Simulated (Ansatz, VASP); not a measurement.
# One calculation of Bi, two programs

File INCAR:

```
PREC = Accurate ; ENCUT = 520
EDIFF = 1E-6 ; ISMEAR = -1
SIGMA = 0.05 ; LREAL = False
LASPH = True ; NELM = 80
ALGO = Normal ; ISIF = 2
LWAVE = False ; LCHARG = False
GGA = PE ; NBANDS = 22
```

KPOINTS

```
regular mesh
0
Gamma
  7 7 7
```

File POSCAR:

```
Bi
1.0
    2.3119720748      1.3348176998      4.0152352947
   -2.3119720748      1.3348176998      4.0152352947
    0.0000000000     -2.6696353996      4.0152352947
Bi
2
Direct
    0.7660000000      0.7660000000      0.7660000000
    0.2340000000      0.2340000000      0.2340000000
```

input.yaml

```yaml
crystal:
  lattice:
    - [2.3119720748, 1.3348176998, 4.0152352947]
    - [-2.3119720748, 1.3348176998, 4.0152352947]
    - [0.0, -2.6696353996, 4.0152352947]
  atoms:
    - { symbol: Bi, position: [0.766, 0.766, 0.766] }
    - { symbol: Bi, position: [0.234, 0.234, 0.234] }
hamiltonian:
  xc: pbe
  pseudopotentials: { kind: paw }
kpoints:
  mp_grid: { grid: [7, 7, 7] }
scf:
  occupations: { method: fermi_dirac, width: 0.05 }
output:
  forces: true
  stress: true
  eigenvalues: true
```

Alike in both runs: task single point; functional PBE; k mesh 7 × 7 × 7; occupations fermi-dirac, width 0.05 eV; no spin polarisation.

```csv
,VASP,Ansatz
version,VASP 6.6.1,Ansatz 0.2.0
potentials or method,"VASP PAW PBE potentials, release 64 (Bi_d)",Ansatz PAW
plane-wave cutoff (eV),520,420
valence electrons in the cell,30,30
```

VASP gave:

- gap on the k mesh at the Fermi level (eV): 0.24
- least direct gap on the mesh (eV): 0.49
- pressure (GPa): -0.6
- largest component of the traceless stress (GPa): 0.15
- rms of the force components (eV/Å): 0.028

Question: What did Ansatz give for the same quantities?

Answer: gap on the k mesh at the Fermi level (eV): 0.24; least direct gap on the mesh (eV): 0.50; pressure (GPa): -0.6; largest component of the traceless stress (GPa): 0.16; rms of the force components (eV/Å): 0.031.

Atom by atom the forces differ by 0.004 eV/Å (rms over components).

Caveats: spin-orbit coupling is left out, which as a rule narrows the gap of such compounds by several tenths of an eV; an odd mesh through Γ misses points on the zone boundary, where band edges often lie (VASP); odd divisions of the mesh miss points on the zone boundary, where band edges often lie, so the gap on the mesh can be too wide (Ansatz).
